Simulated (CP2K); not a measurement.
Al2Pt under changes of volume

One of the cells (17.202 Å³/atom); the others are scaled copies at fixed shape and fractional positions:

```xyz
3
Lattice="4.1790 0.0000 0.0000 2.0895 3.6191 0.0000 2.0895 1.2064 3.4121" Properties=species:S:1:pos:R:3 pbc="T T T"
Pt    0.0000    0.0000    0.0000
Al    6.2685    3.6191    2.5591
Al    2.0895    1.2064    0.8530
```

```yaml
Program: CP2K 2026.2
Functional: LDA
Potentials_or_basis: GTH_POTENTIALS Pt GTH-PADE-q18, Al GTH-PADE-q3; TZVP-MOLOPT-PBE-GTH basis
Density_cutoff: 6123 eV
k_mesh: 8 × 8 × 8
Occupations: fermi-dirac, width 0.01 eV
Spin: no spin polarisation
```

```csv
volume (Å³/atom),energy over the lowest point (meV/atom),pressure (GPa)
16.170,0.00,-0.1
16.514,3.95,-3.5
16.858,14.90,-6.6
17.202,32.10,-9.4
17.546,54.91,-11.8
17.890,?,?
18.234,115.01,-16.0
```

Question: What does the run at 17.890 Å³/atom give?

Answer: Energy over the lowest point 82.73 meV/atom; pressure -14.0 GPa.

Worked out: A Birch-Murnaghan fit of order 3 (a polynomial in V^(-2/3)) to the other rows has its minimum at 16.16 Å³/atom, just outside them, with B0 = V·E''(V) = 172 GPa and B' = 4.3. It gives 82.72 meV/atom at 17.890 Å³/atom, against the run's 82.73, and -dE/dV = -14.0 GPa, against -14.0.

Energies are extrapolated to zero smearing.

Caveats: the basis of atomic orbitals isn't converged, which shifts pressures, moduli and gaps.
